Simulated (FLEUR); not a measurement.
## Nb: single point with PBE

Nb:

```
Nb
1.0
     0.00000    2.11500    2.11500
     2.11500    0.00000    2.11500
     2.11500    2.11500    0.00000
Nb
1
Direct
  0.00000 0.00000 0.00000
```

This isn't the form of Nb at room conditions, which is bcc.

```yaml
Program: FLEUR MaX-R8.1 (later development tree)
Task: single point
Functional: PBE
Potentials_or_basis: all-electron
Basis: FLAPW
Kmax: 3.8 1/bohr
k_mesh: 11 × 11 × 11
Occupations: fermi-dirac, width 0.05 eV
Spin: no spin polarisation
```

```
Band gap on the k mesh                                : none (metal or under the smearing width)
Valence electrons inside the program's atomic spheres : Nb 11.13 (radii Nb 2.56 bohr)
```

Levels at points of the mesh, in eV from the Fermi level:
```
           k point  band 3  band 4  band 5  band 6  band 7  band 8  band 9  band 10
(0.00, 0.00, 0.00)  -30.20  -30.20   -6.20    0.09    0.09    0.09    2.65     2.65
```

Core levels (eV from the Fermi level):
```tsv
atom	levels
1 Nb	1s1/2 -18796.2, 2s1/2 -2625.6, 2p1/2 -2409.2, 2p3/2 -2313.4, 3s1/2 -435.1, 3p1/2 -353.6, 3p3/2 -338.1, 3d3/2 -194.3, 3d5/2 -191.4
```

It took 18 s on 1 thread of Arm Neoverse V1, with other jobs on the host, peak memory 0.06 GiB.
